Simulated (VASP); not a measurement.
# Sb (I4/mmm) in VASP: notebook, part 3 of 3

VASP 6.6.1.

## Step 6: Single point, r2SCAN

Contents of INCAR:

```
ADDGRID = False
ALGO = Normal
EDIFF = 1E-6
ENCUT = 600
ISIF = 2
ISMEAR = 0
LASPH = True
LCHARG = False
LMIXTAU = True
LREAL = False
LWAVE = False
METAGGA = R2SCAN
NBANDS = 8
NELM = 100
PREC = Accurate
SIGMA = 0.05
```

Contents of KPOINTS:

```
k-points
0
Gamma
  3 3 3
```

Contents of POSCAR:

```
Sb
1.0
   -1.5765401831      1.5765401831      2.7119384313
    1.5765401831     -1.5765401831      2.7119384313
    1.5765401831      1.5765401831     -2.7119384313
Sb
1
Direct
    0.0000000000      0.0000000000      0.0000000000
```

Potentials or basis: VASP PAW PBE potentials, release 64 (Sb).

On the command line:

```bash
$ cat potpaw_PBE.64/Sb/POTCAR > POTCAR
$ mpirun -np 1 vasp_std > vasp.out
```

OUTCAR:

```text
EDIFF = 1E-6
   ENCUT = 600
   ISIF = 2
   ISMEAR = 0
   LASPH = True
   LREAL = False
   METAGGA = R2SCAN
   NELM = 100
   PREC = Accurate

 Found      6 irreducible k-points:

 Following reciprocal coordinates:
            Coordinates               Weight
  0.000000  0.000000  0.000000      1.000000
  0.333333  0.000000 -0.000000      8.000000
  0.333333  0.333333 -0.000000      8.000000
 -0.333333  0.333333  0.000000      4.000000
 -0.333333  0.333333  0.333333      4.000000
 -0.333333 -0.333333  0.333333      2.000000
   k-points           NKPTS =      6   k-points in BZ     NKDIM =      6   number of bands    NBANDS=      8
   number of dos      NEDOS =    301   number of ions     NIONS =      1
   total plane-waves  NPLWV =  21952
   dimension x,y,z NGX =    28 NGY =   28 NGZ =   28
   dimension x,y,z NGXF=    56 NGYF=   56 NGZF=   56
   ions per type =               1
   NGX,Y,Z   is equivalent  to a cutoff of  13.26, 13.26, 13.26 a.u.
   NGXF,Y,Z  is equivalent  to a cutoff of  26.52, 26.52, 26.52 a.u.
 SYSTEM =  unknown system
   PREC   = accura    normal or accurate (medium, high low for compatibility)
   ISTART =      0    job   : 0-new  1-cont  2-samecut
   ICHARG =      2    charge: 1-file 2-atom 10-const
   ISPIN  =      1    spin polarized calculation?
   LNONCOLLINEAR =      F non collinear calculations
   LSORBIT =      F    spin-orbit coupling
   LASPH  =      T    aspherical Exc in radial PAW
   ENCUT  =  600.0 eV  44.10 Ry    6.64 a.u.   7.01  7.01  7.01*2*pi/ulx,y,z
   NELM   =    100;   NELMIN=  2; NELMDL= -5     # of ELM steps
   EDIFF  = 0.1E-05   stopping-criterion for ELM
   LREAL  =      F    real-space projection
   EDIFFG = 0.1E-04   stopping-criterion for IOM
   NSW    =      0    number of steps for IOM
   IBRION =     -1    ionic relax: 0-MD 1-quasi-New 2-CG
   NFREE  =      0    steps in history (QN), initial steepest desc. (CG)
   ISIF   =      2    stress and relaxation
   ISYM   =      2    0-nonsym 1-usesym 2-fastsym
   POTIM  = 0.5000    time-step for ionic-motion
   TEBEG  =    0.0;   TEEND  =   0.0 temperature during run
   PSTRESS=    0.0 pullay stress
   NELECT =       5.0000    total number of electrons
   NUPDOWN=      -1.0000    fix difference up-down
   EMIN   =  10.00;   EMAX   =-10.00  energy-range for DOS
   EFERMI =   0.00;   METHOD = LEGACY
   ISMEAR =     0;   SIGMA  =   0.05  broadening in eV -4-tet -1-fermi 0-gaus
   EFERMI_NEDOS =   21; number of points for ismear=-14 and -15
   IALGO  =     38    algorithm
   IMIX   =      4    mixing-type and parameters
     AMIX     =   0.40;   BMIX     =  1.00
     AMIX_MAG =   1.60;   BMIX_MAG =  1.00
  volume/ion in A,a.u.               =      26.96       181.95
  Fermi-wavevector in a.u.,A,eV,Ry     =   0.933573  1.764197 11.858269  0.871558
  Thomas-Fermi vector in A             =   2.060288
   LORBIT       =      0    0 simple, 1 ext, 2 COOP (PROOUT), +10 PAW based schemes
   METAGGA = R2SCAN    functional components
   LHFCALC =     F    Hartree Fock is set to
   AEXX    =    0.0000 exact exchange contribution
   IVDW    =     0    specifies the selected vdW correction
   LEPSILON=     F    determine dielectric tensor
   LRPA    =     F    only Hartree local field effects (RPA)
 non-spin polarized calculation
 Gauss-broadening in eV      SIGMA  =   0.05
  energy-cutoff  :      600.00
  volume of cell :       26.96
 maximum number of plane-waves:       922
   NGX = 15   NGY = 15   NGZ = 15

 number of electron       5.0000000 magnetization

 Free energy of the ion-electron system (eV)
  ---------------------------------------------------
  ext. energy  EPLUGINS =         0.00000000
  ---------------------------------------------------
  free energy    TOTEN  =       -25.82032418 eV

  energy without entropy =      -25.81635187  energy(sigma->0) =      -25.81833803

 E-fermi :   8.4041     XC(G=0): -10.7844

 val. band max:        8.3927905029   @ k =  -0.3333   0.3333   0.0000
 cond. band min:       9.2118997495   @ k =   0.3333   0.3333  -0.0000
 fundamental gap:      0.8191092466
 Fermi energy:         8.4040561056

 k-point     1 :       0.0000    0.0000    0.0000
  band No.  band energies     occupation
      1      -5.1118      2.00000
      2      13.3322      0.00000
      3      14.2605      0.00000
      4      14.2605      0.00000
      5      18.2866      0.00000
      6      19.7176      0.00000
      7      19.7548      0.00000
      8      19.7548      0.00000

 k-point     2 :       0.3333    0.0000   -0.0000
  band No.  band energies     occupation
      1      -2.8146      2.00000
      2       5.3265      2.00000
      3      10.8918      0.00000
      4      14.1200      0.00000
      5      15.5048      0.00000
      6      18.5726      0.00000
      7      20.6316      0.00000
      8      21.4330      0.00000

 k-point     3 :       0.3333    0.3333   -0.0000
  band No.  band energies     occupation
      1       0.1693      2.00000
      2       5.3721      2.00000
      3       5.5562      2.00000
      4       9.2119      0.00000
      5      14.4611      0.00000
      6      19.9548      0.00000
      7      20.7030      0.00000
      8      21.8071      0.00000

 k-point     4 :      -0.3333    0.3333    0.0000
  band No.  band energies     occupation
      1      -1.6111      2.00000
      2       7.7936      2.00000
      3       8.3928      1.25000
      4       9.8918      0.00000
      5      13.7874      0.00000
      6      14.1293      0.00000
      7      21.5283      0.00000
      8      22.4167      0.00000

 k-point     5 :      -0.3333    0.3333    0.3333
  band No.  band energies     occupation
      1      -0.2261      2.00000
      2       4.2023      2.00000
      3       4.3128      2.00000
      4      12.4155      0.00000
      5      16.3256      0.00000
      6      23.0445      0.00000
      7      23.3623      0.00000
      8      23.8265      0.00000

 k-point     6 :      -0.3333   -0.3333    0.3333
  band No.  band energies     occupation
      1      -2.8518      2.00000
      2       5.2624      2.00000
      3      11.3181      0.00000
      4      11.3181      0.00000
      5      15.1039      0.00000
      6      15.7266      0.00000
      7      25.3714      0.00000
      8      25.3714      0.00000

------------------------ aborting loop because EDIFF is reached ----------------------------------------

  FORCE on cell =-STRESS in cart. coord.  units (eV):
  Direction    XX          YY          ZZ          XY          YZ          ZX
  --------------------------------------------------------------------------------------
  -------------------------------------------------------------------------------------
  Total        1.7084543      1.7084543     -1.9762046      0.0000000     -0.0000000      0.0000000
  in kB      101.5229040    101.5229040   -117.4336571      0.0000000     -0.0000000      0.0000000
  external PRESSURE =      28.5373837 kB  Pullay stress =       0.0000000 kB

 VOLUME and BASIS-vectors are now :
 -----------------------------------------------------------------------------
  energy-cutoff  :      600.00
  volume of cell :       26.96
      direct lattice vectors                 reciprocal lattice vectors
    -1.576540183  1.576540183  2.711938431     0.000000000  0.317150178  0.184369967
     1.576540183 -1.576540183  2.711938431     0.317150178  0.000000000  0.184369967
     1.576540183  1.576540183 -2.711938431     0.317150178  0.317150178  0.000000000

 POSITION                                       TOTAL-FORCE (eV/Angst)
 -----------------------------------------------------------------------------------
      0.00000      0.00000      0.00000        -0.000000      0.000000     -0.000000
 -----------------------------------------------------------------------------------
    total drift:                                0.000000      0.000000      0.000000

  FREE ENERGIE OF THE ION-ELECTRON SYSTEM (eV)
  ---------------------------------------------------
  free  energy   TOTEN  =       -25.8203241846 eV

  energy  without entropy=      -25.8163518657  energy(sigma->0) =      -25.81833803
```

stdout:

```text
POSCAR found type information on POSCAR Sb
 POSCAR found :  1 types and       1 ions
 scaLAPACK will be used
 -----------------------------------------------------------------------------
|                                                                             |
|                                                                             |
|     You enforced a specific xc type in the INCAR file but a different       |
|     I HOPE YOU KNOW WHAT YOU ARE DOING!                                     |
|                                                                             |
 -----------------------------------------------------------------------------

 LDA part: xc-table for (None), standard interpolation
 POSCAR, INCAR and KPOINTS ok, starting setup
 FFT: planning ... GRIDC
 FFT: planning ... GRID_SOFT
 FFT: planning ... GRID
 WAVECAR not read
 entering main loop
```

Run time: 11 s. Hardware: 1 thread of Intel Xeon Platinum 8375C at 2.90GHz (Ice Lake), shared host; peak memory 0.15 GiB.

The run converged, but some of its settings lie outside the range that counts as converged, so its numbers aren't taken as properties of the crystal.

Results:

```yaml
Free_energy: -25.8203 eV
Pressure: 2.9 GPa
Band_gap_on_the_k_mesh: none (metal or under the smearing width)
```

Caveat: the k mesh is coarse (spacing up to 0.94 Å⁻¹), so the values aren't converged; the PAW data sets were made with another functional, which shifts forces and pressure a little.
